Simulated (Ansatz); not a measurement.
KF under changes of volume

One of the cells (17.306 Å³/atom); the others are scaled copies at fixed shape and fractional positions:

```
K F
1.0
     3.25895    0.00000    0.00000
     0.00000    3.25895    0.00000
     0.00000    0.00000    3.25895
K F
1 1
Direct
  0.00000 0.00000 0.00000
  0.50000 0.50000 0.50000
```

The cell comes from a database or a generator and needn't be the stable form of this composition.

* Program: Ansatz 0.2.0
* Functional: LDA
* Potentials or basis: Ansatz PAW
* Cutoff: 420 eV (not typed: the program's choice for these potentials)
* k mesh: 8 × 8 × 8
* Occupations: gaussian, width 0.02 eV
* Spin: collinear spin, ferromagnetic start
* Starting moments: [0.5, 0.0] μB

| volume (Å³/atom) | energy over the lowest point (meV/atom) | pressure (GPa) | gap on the mesh (eV) |
| --- | --- | --- | --- |
| 16.268 | 0.00 | -4.2 | 6.37 |
| 16.614 | ? | ? | ? |
| 16.960 | 20.81 | -5.3 | 6.06 |
| 17.306 | 32.68 | -5.8 | 5.93 |
| 17.652 | 45.60 | -6.1 | 5.79 |
| 17.999 | 59.16 | -6.4 | 5.67 |
| 18.345 | 73.32 | -6.7 | 5.55 |

**Question.** What does the run at 16.614 Å³/atom give?

**Answer.** Energy over the lowest point 9.82 meV/atom; pressure -4.8 GPa; gap on the mesh 6.21 eV.

Worked out: A Birch-Murnaghan fit of order 3 (a polynomial in V^(-2/3)) to the other rows has no minimum within the range. It gives 9.81 meV/atom at 16.614 Å³/atom, against the run's 9.82, and -dE/dV = -4.8 GPa, against -4.8. A parabola through the other rows of the gap, of slope -7.32 eV per unit of ln V there, gives 6.21 eV, against the run's 6.21.

Energies are extrapolated to zero smearing.

Caveats: the PAW data sets come from PBE, with cores solved anew for the run's functional, which leaves a small shift of forces and pressure; the starting moments weren't kept.

A mesh can miss the band edges.
